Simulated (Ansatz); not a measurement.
## Zone-centre phonons of AlN: input and output

Method: DFT PBE, scalar-relativistic, plane waves, PAW in Ansatz 0.2.0.

Launched with:
```bash
ansatz run input.yaml --threads 1 --pin off --max-ram 3072MiB --backend cpu --events-out ev --progress --plain --runs-dir out
```

Input (bare energies are in eV):
```yaml
crystal:
  lattice:
    - [3.1302469247, 0.0, 0.0]
    - [-1.5651234623, 2.7108733569, 0.0]
    - [0.0, 0.0, 5.0179926667]
  atoms:
    - { symbol: Al, position: [0.3333333333, 0.6666666667, -0.000770795] }
    - { symbol: Al, position: [0.6666666667, 0.3333333333, 0.499229205] }
    - { symbol: "N", position: [0.3333333333, 0.6666666667, 0.380770795] }
    - { symbol: "N", position: [0.6666666667, 0.3333333333, 0.880770795] }
basis:
  ecutwfc: 420
kpoints:
  mp_grid: { grid: [12, 12, 6] }
hamiltonian:
  xc: pbe
scf:
  occupations: { method: fixed }
output:
  eigenvalues: true
phonons:
  method: dfpt
  dielectric: true
  rigid_motions: translations
  raman: true
  eigenvectors: true
```

The end of the output:
```
--- Phonons (Γ-DFPT): 4 representative perturbations + reference, on 242 of 864 k-points (Σ response iterations 12) ---
  k mesh reduced under 2 symmetry operations, with k and −k counted as one. Each operation leaves every solved perturbation unchanged. A smaller set is not considered because the run solves the response ...
  ASR residual: 1.523e-3 → 0.000e0 eV/Å²; symmetrization residual: 3.417e-4 eV/Å²
  ASR residual per site (eV/Å²): 1.52e-3 1.52e-3 2.43e-4 2.43e-4
  Γ frequencies (cm⁻¹): 0.00 0.00 0.00 236.52 236.52 535.45 593.56 635.00 635.00 647.84 647.84 704.62
  ε∞ (high-frequency dielectric tensor):
        4.475443     0.000000     0.000000
       -0.000000     4.475443     0.000000
        0.000000     0.000000     4.702435
  ε⁰ (static dielectric tensor: ions relaxed, cell fixed):
        8.294196    -0.000000    -0.000000
       -0.000000     8.294196    -0.000000
       -0.000000    -0.000000     9.844738
  ε⁰ − ε∞ (ionic part):
        3.818754    -0.000000    -0.000000
       -0.000000     3.818754    -0.000000
       -0.000000    -0.000000     5.142303
  softest optical mode at Γ: 236.52 cm⁻¹; the repairs (sum rule, projections) moved no ω² at Γ by more than (9.74 cm⁻¹)²
  Born effective charges Z* (e; rows j = field, columns β = displacement):
    site 0:
         2.52864    0.00000   -0.00000
        -0.00000    2.52864   -0.00000
        -0.00000    0.00000    2.68845
    site 1:
         2.52864   -0.00000   -0.00000
        -0.00000    2.52864    0.00000
        -0.00000    0.00000    2.68845
    site 2:
        -2.52864    0.00000    0.00000
         0.00000   -2.52864    0.00000
         0.00000    0.00000   -2.68845
    site 3:
        -2.52864    0.00000   -0.00000
         0.00000   -2.52864   -0.00000
         0.00000   -0.00000   -2.68845
  Z* charge neutrality: 2.102e-3 e pre-enforcement
  solved inside a basis spanned on kpoints, on 12×12×6 k-points transformed towards the longest dipole: ε∞ is read to err by 1.3e-2, Z* by 1.0e-2 e (field_mesh: kpoints solves on kpoints); Z* is corrected for ...
  Raman tensors (in the event stream and the table raman_tensors.tsv): an entry may err by 2.3e-2 Å², one of the second-order susceptibility by 6.4e-2 pm/V (basis, points and sum rule); their sum over the sites missed zero by 1.185e-4 Å² ...
  optical modes at Γ without the LO–TO term, one row a degenerate level:
      ω (cm⁻¹) modes IR ((D/Å)²/amu) static Raman (Å⁴/amu) depolarisation
        236.52      2             0.0000                 0.1510           0.750
        535.45      1             0.0000                 0.0000               —
        593.56      1            36.1700                25.9188           0.747
        635.00      2             0.0000                23.3994           0.750
        647.84      2            63.9949                12.1231           0.750
        704.62      1             0.0000                 0.0000               —
  optical modes at Γ + LO–TO along q̂ = [1.0000, 0.0000, 0.0000]:
      ω (cm⁻¹) modes IR ((D/Å)²/amu) static Raman (Å⁴/amu) depolarisation
        236.52      2             0.0000                 0.1510           0.750
        535.45      1             0.0000                 0.0000               —
        593.56      1            36.1700                25.9188           0.747
        635.00      2             0.0000                23.3994           0.750
        647.84      1            31.9974                 6.0615           0.750
        704.62      1             0.0000                 0.0000               —
        881.94      1            31.9974                 6.4999           0.750
  optical modes at Γ + LO–TO along q̂ = [0.0000, 1.0000, 0.0000]:
      ω (cm⁻¹) modes IR ((D/Å)²/amu) static Raman (Å⁴/amu) depolarisation
        236.52      2             0.0000                 0.1510           0.750
        535.45      1             0.0000                 0.0000               —
        593.56      1            36.1700                25.9188           0.747
        635.00      2             0.0000                23.3994           0.750
        647.84      1            31.9974                 6.0615           0.750
        704.62      1             0.0000                 0.0000               —
        881.94      1            31.9974                 6.4999           0.750
  optical modes at Γ + LO–TO along q̂ = [0.0000, 0.0000, 1.0000]:
      ω (cm⁻¹) modes IR ((D/Å)²/amu) static Raman (Å⁴/amu) depolarisation
        236.52      2             0.0000                 0.1510           0.750
        535.45      1             0.0000                 0.0000               —
        635.00      2             0.0000                23.3994           0.750
        647.84      2            63.9949                12.1231           0.750
        704.62      1             0.0000                 0.0000               —
        858.83      1            36.1700                13.7705           0.619
```

It took 5 min on 1 thread of Arm Neoverse V2 (shared host), peak memory 1.1 GiB.